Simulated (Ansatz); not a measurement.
**V under changes of volume**

One of the cells (13.891 Å³/atom); the others are scaled copies at fixed shape and fractional positions:

```xyz
1
Lattice="-1.5144 1.5144 1.5144 1.5144 -1.5144 1.5144 1.5144 1.5144 -1.5144" Properties=species:S:1:pos:R:3 pbc="T T T"
V     0.0000    0.0000    0.0000
```

- Program: Ansatz 0.2.0
- Functional: rPW86-PBE
- Dispersion: rVV10
- Potentials or basis: Ansatz PAW
- Cutoff: 420 eV (not typed: the program's choice for these potentials)
- k mesh: 12 × 12 × 12
- Occupations: fermi-dirac, width 0.05 eV
- Spin: collinear spin, ferromagnetic start
- Starting moments: [2.0] μB

| volume (Å³/atom) | energy over the lowest point (meV/atom) | pressure (GPa) |
| --- | --- | --- |
| 13.058 | ? | ? |
| 13.336 | 3.20 | 3.8 |
| 13.613 | 0.00 | -0.1 |
| 13.891 | 3.30 | -3.6 |
| 14.169 | 12.53 | -6.9 |
| 14.447 | 27.18 | -9.8 |
| 14.725 | 46.70 | -12.4 |

Task: What does the run at 13.058 Å³/atom give?

Result: Energy over the lowest point 13.46 meV/atom; pressure 8.1 GPa.

Worked out: A Birch-Murnaghan fit of order 3 (a polynomial in V^(-2/3)) to the other rows has its minimum at 13.61 Å³/atom with B0 = V·E''(V) = 185 GPa and B' = 3.7. It gives 13.60 meV/atom at 13.058 Å³/atom, against the run's 13.46, and -dE/dV = 8.2 GPa, against 8.1.

Energies are extrapolated to zero smearing.

Caveats: the PAW data sets come from PBE, with cores solved anew for the run's functional, which leaves a small shift of forces and pressure; the starting moments weren't kept.
